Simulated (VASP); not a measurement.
# C213N2 (a cell with a defect) in VASP: relaxation of the atoms with PBE

Aim: the relaxation of the atoms of C213N2 (a cell with a defect) with PBE.

Program: VASP 6.6.1. These are calculated values, not measurements. Logs are shortened: lines on timing, memory, paths and dates and some standing lists are left out, and cuts for length are marked.

## Step 1: The crystal as given

The cell holds a defect, 215 atoms: a = 10.716 Å, b = 10.716 Å, c = 10.716 Å, α = 90.00°, β = 90.00°, γ = 90.00°.

The cell was built by a generator and needn't be a form met in nature.

## Step 2: Relaxation of the atoms, PBE, collinear spin, ferromagnetic start

Contents of INCAR:

```
PREC = Accurate ; ENCUT = 420
EDIFF = 1E-5 ; ISMEAR = 0
SIGMA = 0.01 ; LREAL = Auto
LASPH = T ; NELM = 100
ALGO = Fast ; ISIF = 2
LWAVE = F ; LCHARG = F
ISPIN = 2 ; MAGMOM = 0 0 0 0 0 0 0 0 0 0 0 0 0 0 0 0 0 0 0 0 0 0 0 0 0 0 0 0 0 0 0 0 0 0 0 0 0 0 0 0 0 0 0 0 0 0 0 0 0 0 0 0 0 0 0 0 0 0 0 0 0 0 0 0 0 0 0 0 0 0 0 0 0 0 0 0 0 0 0 0 0 0 0 0 0 0 0 0 0 0 0 0 0 0 0 0 0 0 0 0 0 0 0 0 0 0 0 0 0 0 0 0 0 0 0 0 0 0 0 0 0 0 0 0 0 0 0 0 0 0 0 0 0 0 0 0 0 0 0 0 0 0 0 0 0 0 0 0 0 0 0 0 0 0 0 0 0 0 0 0 0 0 0 0 0.5 0 0 0 0 0 0 0 0 0 0 0 0 0 0 0 0 0 0 0 0 0 0 0 0 0 0 0 0 0 0 0 0 0 0.5 0 0 0 0 0 0 0 0 0 0 0 0 0 0 0 0
LORBIT = 11 ; NUPDOWN = 1
GGA = PE ; IBRION = 2
NSW = 40 ; EDIFFG = -0.01
NELECT = 863 ; ISYM = 0
NCORE = 1 ; LUSENCCL = F
```

Contents of KPOINTS:

```
regular mesh
0
Gamma
  1 1 1
```

Contents of POSCAR:

```
C213N2
1.0
   10.7160000000      0.0000000000      0.0000000000
    0.0000000000     10.7160000000      0.0000000000
    0.0000000000      0.0000000000     10.7160000000
N C
2 213
Direct
    0.0833333333      0.0833333333      0.0833333333
    0.0833333333      0.9166666667      0.9166666667
    0.0000000000      0.1666666667      0.1666666667
    0.0833333333      0.2500000000      0.2500000000
    0.1666666667      0.0000000000      0.1666666667
    0.2500000000      0.0833333333      0.2500000000
[... 207 lines left out ...]
    0.8333333333      0.8333333333      0.6666666667
    0.9166666667      0.9166666667      0.7500000000
```

Potentials or basis: VASP PAW PBE potentials, release 64 (N, C).

On the command line:

```bash
cat potpaw_PBE.64/N/POTCAR potpaw_PBE.64/C/POTCAR > POTCAR
mpirun -np 1 vasp_gam > vasp.out
```

OUTCAR:

```text
PREC = Accurate
   ENCUT = 420
   EDIFF = 1E-5
   ISMEAR = 0
   LREAL = Auto
   LASPH = T
   NELM = 100
   ISIF = 2
   ISPIN = 2
   LORBIT = 11
   NUPDOWN = 1
   GGA = PE
   IBRION = 2
   NSW = 40
   EDIFFG = -0.01
   NELECT = 863
   ISYM = 0

 ion  position               nearest neighbor table
   1  0.083  0.083  0.083-   3 1.55   5 1.55   7 1.55
   2  0.083  0.917  0.917-  21 1.55  55 1.55  67 1.55
   3  0.000  0.167  0.167-   4 1.55 149 1.55 151 1.55   1 1.55
   4  0.083  0.250  0.250-   3 1.55  33 1.55  29 1.55  15 1.55
   5  0.167  0.000  0.167-   6 1.55  52 1.55  56 1.55   1 1.55
   6  0.250  0.083  0.250-   5 1.55  80 1.55  74 1.55  15 1.55
   7  0.167  0.167  0.000-   8 1.55  20 1.55  22 1.55   1 1.55
   8  0.250  0.250  0.083-   7 1.55  96 1.55  74 1.55  29 1.55
[... 154 lines left out ...]
 163  0.750  0.250  0.917- 150 1.55 168 1.55 162 1.55 188 1.55
 164  0.833  0.000  0.833- 161 1.55 211 1.55 215 1.55 165 1.55
 165  0.917  0.083  0.917-  19 1.55 150 1.55 164 1.55
 166  0.833  0.167  0.667- 155 1.55 161 1.55 167 1.55 157 1.55
 167  0.917  0.250  0.750-  19 1.55  41 1.55 166 1.55 188 1.55
 168  0.667  0.333  0.000- 163 1.55  79 1.55 169 1.55 117 1.55
 169  0.750  0.417  0.083- 174 1.55 170 1.55 168 1.55 172 1.55
 170  0.667  0.500  0.167- 171 1.55 169 1.55 101 1.55 103 1.55
 171  0.750  0.583  0.250- 170 1.55 182 1.55 196 1.55 200 1.55
[... 25 lines left out ...]
 197  0.917  0.750  0.250-  51 1.55  57 1.55 196 1.55 206 1.55
 198  0.833  0.833  0.000- 193 1.55 211 1.55 213 1.55 199 1.55
 199  0.917  0.917  0.083-  51 1.55 148 1.55 198 1.55
 200  0.667  0.667  0.333- 125 1.55 171 1.55 201 1.55 111 1.55
 201  0.750  0.750  0.417- 202 1.55 204 1.55 200 1.55 206 1.55
 202  0.667  0.833  0.500- 201 1.55 133 1.55 203 1.55 135 1.55
 203  0.750  0.917  0.583- 156 1.55 160 1.55 202 1.55 214 1.55
 204  0.833  0.667  0.500- 201 1.55 179 1.55 205 1.55 183 1.55
 205  0.917  0.750  0.583-  59 1.55  65 1.55 204 1.55 214 1.55
[... 8 lines left out ...]
 214  0.833  0.833  0.667- 209 1.55 205 1.55 203 1.55 215 1.55
 215  0.917  0.917  0.750-  17 1.55  67 1.55 164 1.55 214 1.55

IMPORTANT INFORMATION: All symmetrisations will be switched off!
NOSYMM: (Re-)initialisation of all symmetry stuff for point group C_1.

----------------------------------------------------------------------------------------

                                     Primitive cell

  volume of cell :    1230.5467

  direct lattice vectors                    reciprocal lattice vectors
    10.716000000  0.000000000  0.000000000     0.093318402  0.000000000  0.000000000
     0.000000000 10.716000000  0.000000000     0.000000000  0.093318402  0.000000000
     0.000000000  0.000000000 10.716000000     0.000000000  0.000000000  0.093318402

  length of vectors
    10.716000000 10.716000000 10.716000000     0.093318402  0.093318402  0.093318402

  position of ions in fractional coordinates (direct lattice)
     0.083333333  0.083333333  0.083333333
     0.083333333  0.916666667  0.916666667
     0.000000000  0.166666667  0.166666667
     0.083333333  0.250000000  0.250000000
     0.166666667  0.000000000  0.166666667
     0.250000000  0.083333333  0.250000000
[... 175 lines left out ...]
     0.833333333  0.500000000  0.333333333
     0.916666667  0.583333333  0.416666667
   k-points           NKPTS =      1   k-points in BZ     NKDIM =      1   number of bands    NBANDS=    540
   number of dos      NEDOS =    301   number of ions     NIONS =    215
   total plane-waves  NPLWV = 373248
   dimension x,y,z NGX =    72 NGY =   72 NGZ =   72
   dimension x,y,z NGXF=   144 NGYF=  144 NGZF=  144
   ions per type =               2 213
   NGX,Y,Z   is equivalent  to a cutoff of  11.17, 11.17, 11.17 a.u.
   NGXF,Y,Z  is equivalent  to a cutoff of  22.34, 22.34, 22.34 a.u.
 SYSTEM =  unknown system
   PREC   = accura    normal or accurate (medium, high low for compatibility)
   ISTART =      0    job   : 0-new  1-cont  2-samecut
   ICHARG =      2    charge: 1-file 2-atom 10-const
   ISPIN  =      2    spin polarized calculation?
   LNONCOLLINEAR =      F non collinear calculations
   LSORBIT =      F    spin-orbit coupling
   LASPH  =      T    aspherical Exc in radial PAW
   ENCUT  =  420.0 eV  30.87 Ry    5.56 a.u.  17.91 17.91 17.91*2*pi/ulx,y,z
   NELM   =    100;   NELMIN=  2; NELMDL= -5     # of ELM steps
   EDIFF  = 0.1E-04   stopping-criterion for ELM
   LREAL  =      T    real-space projection
   EDIFFG = -.1E-01   stopping-criterion for IOM
   NSW    =     40    number of steps for IOM
   IBRION =      2    ionic relax: 0-MD 1-quasi-New 2-CG
   NFREE  =      1    steps in history (QN), initial steepest desc. (CG)
   ISIF   =      2    stress and relaxation
   ISYM   =      0    0-nonsym 1-usesym 2-fastsym
   POTIM  = 0.5000    time-step for ionic-motion
   TEBEG  =    0.0;   TEEND  =   0.0 temperature during run
   PSTRESS=    0.0 pullay stress
   NELECT =     863.0000    total number of electrons
   NUPDOWN=       1.0000    fix difference up-down
   EMIN   =  10.00;   EMAX   =-10.00  energy-range for DOS
   EFERMI =   0.00;   METHOD = LEGACY
   ISMEAR =     0;   SIGMA  =   0.01  broadening in eV -4-tet -1-fermi 0-gaus
   EFERMI_NEDOS =   21; number of points for ismear=-14 and -15
   IALGO  =     68    algorithm
   IMIX   =      4    mixing-type and parameters
     AMIX     =   0.40;   BMIX     =  1.00
     AMIX_MAG =   1.60;   BMIX_MAG =  1.00
  volume/ion in A,a.u.               =       5.72        38.62
  Fermi-wavevector in a.u.,A,eV,Ry     =   1.454496  2.748598 28.783904  2.115557
  Thomas-Fermi vector in A             =   2.571640
   LORBIT       =     11    0 simple, 1 ext, 2 COOP (PROOUT), +10 PAW based schemes
   GGA     = PE    functional components
   LHFCALC =     F    Hartree Fock is set to
   AEXX    =    0.0000 exact exchange contribution
   IVDW    =     0    specifies the selected vdW correction
   LEPSILON=     F    determine dielectric tensor
   LRPA    =     F    only Hartree local field effects (RPA)
 conjugate gradient relaxation of ions
 spin polarized calculation
 RMM-DIIS sequential band-by-band and
 Gauss-broadening in eV      SIGMA  =   0.01
  energy-cutoff  :      420.00
  volume of cell :     1230.55
 maximum number of plane-waves:     11936
 NGX is ok and might be reduce to    70
   NGX = 35   NGY = 35   NGZ = 35

--------------------------------------- Ionic step        1  -------------------------------------------

 number of electron     863.0000677 magnetization       1.0000002

 Free energy of the ion-electron system (eV)
  ---------------------------------------------------
  ext. energy  EPLUGINS =         0.00000000
  ---------------------------------------------------
  free energy    TOTEN  =     -1934.10213346 eV

  energy without entropy =    -1934.10213346  energy(sigma->0) =    -1934.10213346

------------------------ aborting loop because EDIFF is reached ----------------------------------------

  FORCE on cell =-STRESS in cart. coord.  units (eV):
  Direction    XX          YY          ZZ          XY          YZ          ZX
  --------------------------------------------------------------------------------------
  -------------------------------------------------------------------------------------
  Total       -3.2051195     -7.1788727     -7.1789457      0.0004843      4.0989258     -0.0004861
  in kB       -4.1730798     -9.3469241     -9.3470193      0.0006305      5.3368196     -0.0006330
  external PRESSURE =      -7.6223411 kB  Pullay stress =       0.0000000 kB
[... 728 lines left out ...]
  FREE ENERGIE OF THE ION-ELECTRON SYSTEM (eV)
  ---------------------------------------------------
  free  energy   TOTEN  =     -1934.8711638170 eV

  energy  without entropy=    -1934.8711638170  energy(sigma->0) =    -1934.87116382

[... ionic steps 4 to 13 ...]

--------------------------------------- Ionic step       14  -------------------------------------------

 number of electron     863.0000570 magnetization       1.0000000

------------------------ aborting loop because EDIFF is reached ----------------------------------------

  FORCE on cell =-STRESS in cart. coord.  units (eV):
  Direction    XX          YY          ZZ          XY          YZ          ZX
  --------------------------------------------------------------------------------------
  -------------------------------------------------------------------------------------
  Total        0.4712734     -4.6076584     -4.6076539     -0.0000308      5.6990737     -0.0000044
  in kB        0.6136000     -5.9991917     -5.9991858     -0.0000401      7.4202193     -0.0000058
  external PRESSURE =      -3.7949258 kB  Pullay stress =       0.0000000 kB
[... 483 lines left out ...]
  energy  without entropy=    -1935.0809550326  energy(sigma->0) =    -1935.08095503

--------------------------------------- Ionic step       16  -------------------------------------------

 number of electron     863.0000569 magnetization       1.0000000

 Free energy of the ion-electron system (eV)
  ---------------------------------------------------
  ext. energy  EPLUGINS =         0.00000000
  ---------------------------------------------------
  free energy    TOTEN  =     -1935.08116714 eV

  energy without entropy =    -1935.08116714  energy(sigma->0) =    -1935.08116714

 E-fermi :  11.6414     XC(G=0): -13.2059

 val. band max:       11.9601355677   @ k =   0.0000   0.0000   0.0000
 cond. band min:      12.8486563870   @ k =   0.0000   0.0000   0.0000
 fundamental gap:      0.8885208193
 Fermi energy:        12.0763328832

 spin component 1

 k-point     1 :       0.0000    0.0000    0.0000
  band No.  band energies     occupation
      1     -11.9112      1.00000
      2     -11.0856      1.00000
      3     -11.0262      1.00000
      4     -10.8735      1.00000
      5     -10.8721      1.00000
      6     -10.8190      1.00000
[... 435 lines left out ...]
    442      14.3409      0.00000
    443      14.3431      0.00000
 Fermi energy:        11.6414092649

 spin component 2

 k-point     1 :       0.0000    0.0000    0.0000
  band No.  band energies     occupation
      1     -11.9087      1.00000
      2     -11.0836      1.00000
      3     -11.0252      1.00000
      4     -10.8723      1.00000
      5     -10.8708      1.00000
      6     -10.8146      1.00000
[... 435 lines left out ...]
    442      14.3432      0.00000
    443      14.3460      0.00000
 [bands above 443 left out]

------------------------ aborting loop because EDIFF is reached ----------------------------------------

  FORCE on cell =-STRESS in cart. coord.  units (eV):
  Direction    XX          YY          ZZ          XY          YZ          ZX
  --------------------------------------------------------------------------------------
  -------------------------------------------------------------------------------------
  Total        0.4684133     -4.6281199     -4.6281268      0.0000266      5.7296753      0.0000123
  in kB        0.6098761     -6.0258327     -6.0258417      0.0000346      7.4600628      0.0000160
  external PRESSURE =      -3.8139327 kB  Pullay stress =       0.0000000 kB
[... 230 lines left out ...]
  FREE ENERGIE OF THE ION-ELECTRON SYSTEM (eV)
  ---------------------------------------------------
  free  energy   TOTEN  =     -1935.0811671392 eV

  energy  without entropy=    -1935.0811671392  energy(sigma->0) =    -1935.08116714

 reached required accuracy - stopping structural energy minimisation

 total charge

# of ion       s       p       d       tot
------------------------------------------
    1        1.218   2.661   0.000   3.878
    2        1.218   2.661   0.000   3.878
    3        0.825   1.710   0.000   2.535
    4        0.834   1.756   0.000   2.590
    5        0.825   1.712   0.000   2.538
    6        0.834   1.757   0.000   2.591
[... 207 lines left out ...]
  214        0.830   1.741   0.000   2.571
  215        0.830   1.740   0.000   2.571
--------------------------------------------------
tot        179.450 377.486   0.000 556.935

 magnetization (x)

# of ion       s       p       d       tot
------------------------------------------
    1       -0.001   0.000   0.000  -0.000
    2       -0.001   0.000   0.000  -0.000
    3       -0.000  -0.000   0.000  -0.000
    4        0.000   0.000   0.000   0.000
    5        0.000   0.001   0.000   0.001
    6        0.000   0.000   0.000   0.000
[... 166 lines left out ...]
  173        0.000   0.000   0.000   0.000
  174       -0.000  -0.000   0.000  -0.000
  175        0.000   0.001   0.000
```

It took 56 min on 1 × NVIDIA H100 80GB with 1 thread of AMD EPYC 7R13 (Zen 3), shared host; peak memory 1.9 GiB.

What came out:

* Free energy: -1935.0812 eV
* Energy gained by relaxing: 4.6 meV/atom
* Ionic steps: 16
* Largest force after relaxing: 0.009 eV/Å
* Net moment: 1.00 μB per cell
* Site moments: N -0.00; C -0.00, +0.00, +0.01, -0.01, +0.02, +0.24 μB
* Valence electrons inside the program's atomic spheres: N 3.88; C 2.54, 2.59, 2.58, 2.57

Step by step:
| step | energy change (eV) | largest force (eV/Å) | pressure (GPa) |
| --- | --- | --- | --- |
| 1 | 0.0000 | 2.7621 | -0.76 |
| 2 | -0.4219 | 2.6478 | -0.20 |
| 3 | -0.7690 | 0.9671 | -0.54 |
| 4 | -0.8374 | 0.7876 | -0.29 |
| 5 | -0.9318 | 0.2522 | -0.41 |
| 6 | -0.9616 | 0.2332 | -0.37 |
| 7 | -0.9658 | 0.1253 | -0.39 |
| 8 | -0.9732 | 0.0940 | -0.37 |
| 9 | -0.9738 | 0.0628 | -0.38 |
| 10 | -0.9772 | 0.0423 | -0.38 |
| 11 | -0.9772 | 0.0435 | -0.38 |
| 12 | -0.9783 | 0.0277 | -0.38 |
| 13 | -0.9783 | 0.0273 | -0.38 |
| 14 | -0.9788 | 0.0143 | -0.38 |
| 15 | -0.9788 | 0.0148 | -0.38 |
| 16 | -0.9790 | 0.0094 | -0.38 |

Caveat: the cell carries a net charge on a neutralising background, which shifts energy and pressure; the cell is charged against a uniform background, so pressure and absolute levels hang on convention; the cutoff is under 1.25 times the usual one of these potentials, so pressure, stress and relaxed cells hold a basis-set (Pulay) error; the total moment is fixed, so each spin has its own Fermi level.
